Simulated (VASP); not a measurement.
# Cl (Cmce) in VASP: a series of runs

Aim: see how the results for Cl move with the level of theory and the settings. Levels: r2SCAN-EpsX, LDA. Tasks: band structure, equation of state.

Program: VASP 6.6.1. These are calculated values, not measurements. Logs are shortened: lines on timing, memory, paths and dates and some standing lists are left out, and cuts for length are marked.

### 1 The structure

Symmetry: Cmce, No. 64, orthorhombic system. Conventional cell: a = 6.290 Å, b = 4.500 Å, c = 8.210 Å, α = 90.00°, β = 90.00°, γ = 90.00°. Around Cl (site symmetry m) lie 1 Cl at 2.02 Å.

### 2 Band structure, r2SCAN-EpsX

The input, POSCAR:

```
Cl
1.0
    3.1450000000     -2.2500000000      0.0000000000
    3.1450000000      2.2500000000      0.0000000000
    0.0000000000      0.0000000000      8.2100000000
Cl
4
Direct
    0.3700000000      0.6300000000      0.4000000000
    0.1300000000      0.8700000000      0.9000000000
    0.6300000000      0.3700000000      0.6000000000
    0.8700000000      0.1300000000      0.1000000000
```

The input, INCAR.step1:

```
PREC = Accurate
ENCUT = 520
EDIFF = 1E-8
ISMEAR = 0
SIGMA = 0.02
LREAL = F
LASPH = T
NELM = 100
ALGO = Normal
ISIF = 2
LWAVE = F
LCHARG = F
GGA = PE
LEPSILON = T
KPAR = 4
```

The input, KPOINTS.step1:

```
Automatic mesh
0
G
  8 8 4
  0 0 0
```

The input, INCAR.step2:

```
PREC = Accurate
ENCUT = 520
EDIFF = 1E-5
ISMEAR = 0
SIGMA = 0.02
LREAL = F
LASPH = T
NELM = 100
ALGO = Normal
ISIF = 2
LWAVE = T
LCHARG = F
NBANDS = 22
GGA = PE
KPAR = 4
```

The input, KPOINTS.step2:

```
regular mesh
0
Gamma
  6 6 2
```

The input, INCAR.step3:

```
PREC = Accurate
ENCUT = 520
EDIFF = 1E-6
ISMEAR = 0
SIGMA = 0.02
LREAL = F
LASPH = T
NELM = 100
ALGO = Normal
ISIF = 2
LWAVE = F
LCHARG = F
METAGGA = R2SCAN
LHFCALC = T
AEXX = 0.3208
LMIXTAU = T
PRECFOCK = Fast
NBANDS = 22
ISTART = 1
HFRCUT = -1
KPAR = 4
```

The input, KPOINTS.step3:

```
regular mesh
0
Gamma
  6 6 2
```

The input, KPOINTS_OPT:

```
path GXSRAZGYX1A1TY,ZT
12
line-mode
reciprocal
 0.0000000000  0.0000000000  0.0000000000  G
 0.3779569104 -0.3779569104  0.0000000000  X

 0.3779569104 -0.3779569104  0.0000000000  X
 0.0000000000 -0.5000000000  0.0000000000  S

 0.0000000000 -0.5000000000  0.0000000000  S
 0.0000000000 -0.5000000000 -0.5000000000  R

 0.0000000000 -0.5000000000 -0.5000000000  R
 0.3779569104 -0.3779569104 -0.5000000000  A

 0.3779569104 -0.3779569104 -0.5000000000  A
 0.0000000000  0.0000000000 -0.5000000000  Z

 0.0000000000  0.0000000000 -0.5000000000  Z
 0.0000000000  0.0000000000  0.0000000000  G

 0.0000000000  0.0000000000  0.0000000000  G
-0.5000000000 -0.5000000000  0.0000000000  Y

-0.5000000000 -0.5000000000  0.0000000000  Y
-0.3779569104 -0.6220430896  0.0000000000  X1

-0.3779569104 -0.6220430896  0.0000000000  X1
-0.3779569104 -0.6220430896 -0.5000000000  A1

-0.3779569104 -0.6220430896 -0.5000000000  A1
-0.5000000000 -0.5000000000 -0.5000000000  T

-0.5000000000 -0.5000000000 -0.5000000000  T
-0.5000000000 -0.5000000000  0.0000000000  Y

 0.0000000000  0.0000000000 -0.5000000000  Z
-0.5000000000 -0.5000000000 -0.5000000000  T
```

Potentials or basis: VASP PAW PBE potentials, release 64 (Cl).

Command:

```console
cat potpaw_PBE.64/Cl/POTCAR > POTCAR
cp INCAR.step1 INCAR
cp KPOINTS.step1 KPOINTS
mpirun -np 4 vasp_std > vasp.out
cp INCAR.step2 INCAR
cp KPOINTS.step2 KPOINTS
mpirun -np 4 vasp_std > vasp.out
cp INCAR.step3 INCAR
cp KPOINTS.step3 KPOINTS
mpirun -np 4 vasp_std > vasp.out
```

OUTCAR:

```text
PREC = Accurate
   ENCUT = 520
   EDIFF = 1E-6
   ISMEAR = 0
   LREAL = F
   LASPH = T
   NELM = 100
   ISIF = 2
   METAGGA = R2SCAN
   LHFCALC = T
   AEXX = 0.3208
   PRECFOCK = Fast
   ISTART = 1

 ion  position               nearest neighbor table
   1  0.370  0.630  0.400-   3 2.02
   2  0.130  0.870  0.900-   4 2.02
   3  0.630  0.370  0.600-   1 2.02
   4  0.870  0.130  0.100-   2 2.02

  LATTYP: Found a base centered orthorhombic cell.
 ALAT       =     4.5000000000
 B/A-ratio  =     1.3977777778
 C/A-ratio  =     1.8244444444

  Lattice vectors:

 A1 = (  -3.1450000000,  -2.2500000000,   0.0000000000)
 A2 = (   3.1450000000,  -2.2500000000,   0.0000000000)
 A3 = (   0.0000000000,   0.0000000000,   8.2100000000)

Analysis of symmetry for initial positions (statically):
=====================================================================
 Subroutine PRICEL returns:
 Original cell was already a primitive cell.

 Routine SETGRP: Setting up the symmetry group for a
 base centered orthorhombic supercell.

 Subroutine GETGRP returns: Found  8 space group operations
 (whereof  4 operations were pure point group operations)
 out of a pool of  8 trial point group operations.

The static configuration has the point symmetry C_2h.
 The point group associated with its full space group is D_2h.

Analysis of symmetry for dynamics (positions and initial velocities):
=====================================================================
 Subroutine PRICEL returns:
 Original cell was already a primitive cell.

 Routine SETGRP: Setting up the symmetry group for a
 base centered orthorhombic supercell.

 Subroutine GETGRP returns: Found  8 space group operations
 (whereof  4 operations were pure point group operations)
 out of a pool of  8 trial point group operations.

The dynamic configuration has the point symmetry C_2h.
 The point group associated with its full space group is D_2h.

 Subroutine INISYM returns: Found  8 space group operations
 (whereof  4 operations are pure point group operations),
 and found     1 'primitive' translations

----------------------------------------------------------------------------------------

[... 102 lines left out ...]
   ISIF   =      2    stress and relaxation
   ISYM   =      3    0-nonsym 1-usesym 2-fastsym
   POTIM  = 0.5000    time-step for ionic-motion
   TEBEG  =    0.0;   TEEND  =   0.0 temperature during run
   PSTRESS=    0.0 pullay stress
   NELECT =      28.0000    total number of electrons
   NUPDOWN=      -1.0000    fix difference up-down
   EMIN   =  10.00;   EMAX   =-10.00  energy-range for DOS
   EFERMI =   0.00;   METHOD = LEGACY
   ISMEAR =     0;   SIGMA  =   0.02  broadening in eV -4-tet -1-fermi 0-gaus
   EFERMI_NEDOS =   21; number of points for ismear=-14 and -15
   IALGO  =     38    algorithm
   IMIX   =      1    mixing-type and parameters
     AMIX     =   0.40;   BMIX     =  1.00
     AMIX_MAG =   1.60;   BMIX_MAG =  1.00
  volume/ion in A,a.u.               =      29.05       196.03
  Fermi-wavevector in a.u.,A,eV,Ry     =   1.018753  1.925163 14.120900  1.037857
  Thomas-Fermi vector in A             =   2.152228
   LORBIT       =      0    0 simple, 1 ext, 2 COOP (PROOUT), +10 PAW based schemes
   METAGGA = R2SCAN    functional components
   LHFCALC =     T    Hartree Fock is set to
   PRECFOCK=fast      Normal, Fast or Accurate (Low or Medium for compatibility)
   ENCUT4O =  -1.0   cutoff for four orbital integrals eV
   NKREDX  =     1    reduce k-point grid by
   NKREDY  =     1    reduce k-point grid by
   NKREDZ  =     1    reduce k-point grid by
   AEXX    =    0.3208 exact exchange contribution
   HFSCREEN=    0.0000 screening length (either q_TF or 0.3 A-1)
   HFSCREENC=   0.0000 screening length for correlation (either q_TF or 0.3 A-1)
   ENCUTFOCK=  -1.0 apply spherical cutoff to Coloumb kernel
   IVDW    =     0    specifies the selected vdW correction
   LEPSILON=     F    determine dielectric tensor
   LRPA    =     F    only Hartree local field effects (RPA)
 non-spin polarized calculation
 Gauss-broadening in eV      SIGMA  =   0.02
  energy-cutoff  :      520.00
  volume of cell :      116.19
 maximum number of plane-waves:      3157
 NGX is ok and might be reduce to    30
  NGX = 16; NGY = 16; NGZ = 36

 number of electron      27.9999999 magnetization

 Free energy of the ion-electron system (eV)
  ---------------------------------------------------
  ext. energy  EPLUGINS =         0.00000000
  ---------------------------------------------------
  free energy    TOTEN  =       -24.90100244 eV

  energy without entropy =      -24.90100244  energy(sigma->0) =      -24.90100244

 E-fermi :  -2.4496     XC(G=0):  -5.9204

 val. band max:       -2.6394017601   @ k =   0.5000   0.0000   0.5000
 cond. band min:       3.1304797092   @ k =   0.1667   0.0000   0.0000
 fundamental gap:      5.7698814694
 Fermi energy:        -2.4496187152

 k-point     1 :       0.0000    0.0000    0.0000
  band No.  band energies     occupation
      1     -21.3366      2.00000
      2     -21.0958      2.00000
      3     -16.8692      2.00000
      4     -16.2469      2.00000
      5      -7.9609      2.00000
      6      -7.0553      2.00000
[... 589 lines left out ...]
     21      11.0686      0.00000
     22      11.0686      0.00000

 [... further k-points ...]

------------------------ aborting loop because EDIFF is reached ----------------------------------------

  FORCE on cell =-STRESS in cart. coord.  units (eV):
  Direction    XX          YY          ZZ          XY          YZ          ZX
  --------------------------------------------------------------------------------------
  -------------------------------------------------------------------------------------
  Total        0.0848014     -1.5019241     -3.1665233      0.0000000      0.0000000      0.0000000
  in kB        1.1693304    -20.7101020    -43.6633398      0.0000000      0.0000000      0.0000000
  external PRESSURE =     -21.0680371 kB  Pullay stress =       0.0000000 kB

 VOLUME and BASIS-vectors are now :
 -----------------------------------------------------------------------------
  energy-cutoff  :      520.00
  volume of cell :      116.19
      direct lattice vectors                 reciprocal lattice vectors
     3.145000000 -2.250000000  0.000000000     0.158982512 -0.222222222  0.000000000
     3.145000000  2.250000000  0.000000000     0.158982512  0.222222222  0.000000000
     0.000000000  0.000000000  8.210000000     0.000000000  0.000000000  0.121802680

 POSITION                                       TOTAL-FORCE (eV/Angst)
 -----------------------------------------------------------------------------------
      3.14500      0.58500      3.28400         0.000000     -0.656124      0.829401
      3.14500      1.66500      7.38900         0.000000      0.656124      0.829401
      3.14500     -0.58500      4.92600         0.000000      0.656124     -0.829401
      3.14500     -1.66500      0.82100         0.000000     -0.656124     -0.829401
 -----------------------------------------------------------------------------------
    total drift:                                0.000005     -0.000000     -0.000000

  FREE ENERGIE OF THE ION-ELECTRON SYSTEM (eV)
  ---------------------------------------------------
  free  energy   TOTEN  =       -24.9010024398 eV

  energy  without entropy=      -24.9010024398  energy(sigma->0) =      -24.90100244
```

OUTCAR.step1:

```text
PREC = Accurate
   ENCUT = 520
   EDIFF = 1E-8
   ISMEAR = 0
   LREAL = F
   LASPH = T
   NELM = 100
   ISIF = 2
   GGA = PE
   LEPSILON = T

 ion  position               nearest neighbor table
   1  0.370  0.630  0.400-   3 2.02
   2  0.130  0.870  0.900-   4 2.02
   3  0.630  0.370  0.600-   1 2.02
[... 800 lines left out ...]
 ---------------------------------------------------------------------------------
 ion    1
    1     0.00000     0.00000     0.00000
    2     0.00000     0.00000    -0.26203
    3     0.00000    -0.40316     0.00000
 ion    2
    1     0.00000     0.00000     0.00000
    2     0.00000     0.00000     0.26203
    3     0.00000     0.40316     0.00000
 ion    3
    1     0.00000     0.00000     0.00000
    2     0.00000     0.00000    -0.26203
    3     0.00000    -0.40316     0.00000
 ion    4
    1     0.00000     0.00000     0.00000
    2     0.00000     0.00000     0.26203
    3     0.00000     0.40316     0.00000
```

OUTCAR.step2:

```text
PREC = Accurate
   ENCUT = 520
   EDIFF = 1E-5
   ISMEAR = 0
   LREAL = F
[... 834 lines left out ...]
      3.14500      0.58500      3.28400         0.000000     -0.160916      0.071988
      3.14500      1.66500      7.38900         0.000000      0.160916      0.071988
      3.14500     -0.58500      4.92600         0.000000      0.160916     -0.071988
      3.14500     -1.66500      0.82100         0.000000     -0.160916     -0.071988
 -----------------------------------------------------------------------------------
    total drift:                                0.000000     -0.000000      0.000000

  FREE ENERGIE OF THE ION-ELECTRON SYSTEM (eV)
  ---------------------------------------------------
  free  energy   TOTEN  =        -7.3130469520 eV

  energy  without entropy=       -7.3130469520  energy(sigma->0) =       -7.31304695
```

It took 32 min on 4 MPI ranks of Intel Xeon Platinum 8488C (Sapphire Rapids), shared host; peak memory 0.47 GiB.

What came out:

| Item | Value |
| --- | --- |
| Free energy | -24.9010 eV |
| Pressure | -2.1 GPa |
| Largest force | 1.058 eV/Å |
| Band gap on the k mesh | 5.77 eV, indirect (least direct gap 5.87 eV) |
| Band gap along the path | 5.75 eV, indirect (least direct gap 5.85 eV) |

Forces in eV/Å, atoms in the order of the input:
```
Cl   0.000 -0.656  0.829
Cl   0.000  0.656  0.829
Cl   0.000  0.656 -0.829
Cl   0.000 -0.656 -0.829
```

Stress tensor (GPa, compression positive):
```
 0.12  0.00  0.00
 0.00 -2.07  0.00
 0.00  0.00 -4.37
```

Levels at the corners of the path, in eV from the valence-band top:
| point | band 12 | band 13 | band 14 | band 15 | band 16 | band 17 |
| --- | --- | --- | --- | --- | --- | --- |
| Γ | -0.45 | -0.20 | -0.10 | 5.78 | 6.47 | 9.95 |
| X | -0.70 | -0.22 | -0.05 | 5.92 | 6.12 | 11.71 |
| X | -0.70 | -0.22 | -0.05 | 5.92 | 6.12 | 11.71 |
| S | -0.55 | -0.15 | -0.15 | 6.18 | 6.18 | 11.42 |
| S | -0.55 | -0.15 | -0.15 | 6.18 | 6.18 | 11.42 |
| R | -0.50 | 0.00 | 0.00 | 6.12 | 6.12 | 11.66 |
| R | -0.50 | 0.00 | 0.00 | 6.12 | 6.12 | 11.66 |
| A | -0.48 | -0.43 | -0.43 | 6.01 | 6.01 | 12.42 |
| A | -0.48 | -0.43 | -0.43 | 6.01 | 6.01 | 12.42 |
| Z | -0.69 | -0.15 | -0.15 | 5.99 | 5.99 | 10.63 |
| Z | -0.69 | -0.15 | -0.15 | 5.99 | 5.99 | 10.63 |
| Γ | -0.45 | -0.20 | -0.10 | 5.78 | 6.47 | 9.95 |
| Γ | -0.45 | -0.20 | -0.10 | 5.78 | 6.47 | 9.95 |
| Y | -0.98 | -0.41 | -0.04 | 5.88 | 6.09 | 11.73 |
| Y | -0.98 | -0.41 | -0.04 | 5.88 | 6.09 | 11.73 |
| X1 | -0.70 | -0.22 | -0.05 | 5.92 | 6.12 | 11.71 |
| X1 | -0.70 | -0.22 | -0.05 | 5.92 | 6.12 | 11.71 |
| A1 | -0.48 | -0.43 | -0.43 | 6.01 | 6.01 | 12.42 |
| A1 | -0.48 | -0.43 | -0.43 | 6.01 | 6.01 | 12.42 |
| T | -0.76 | -0.54 | -0.54 | 5.88 | 5.88 | 12.11 |
| T | -0.76 | -0.54 | -0.54 | 5.88 | 5.88 | 12.11 |
| Y | -0.98 | -0.41 | -0.04 | 5.88 | 6.09 | 11.73 |
| Z | -0.69 | -0.15 | -0.15 | 5.99 | 5.99 | 10.63 |
| T | -0.76 | -0.54 | -0.54 | 5.88 | 5.88 | 12.11 |

Caveat: the PAW data sets were made with another functional, which shifts forces and pressure a little.

(Part 1 of 2 ends here.)
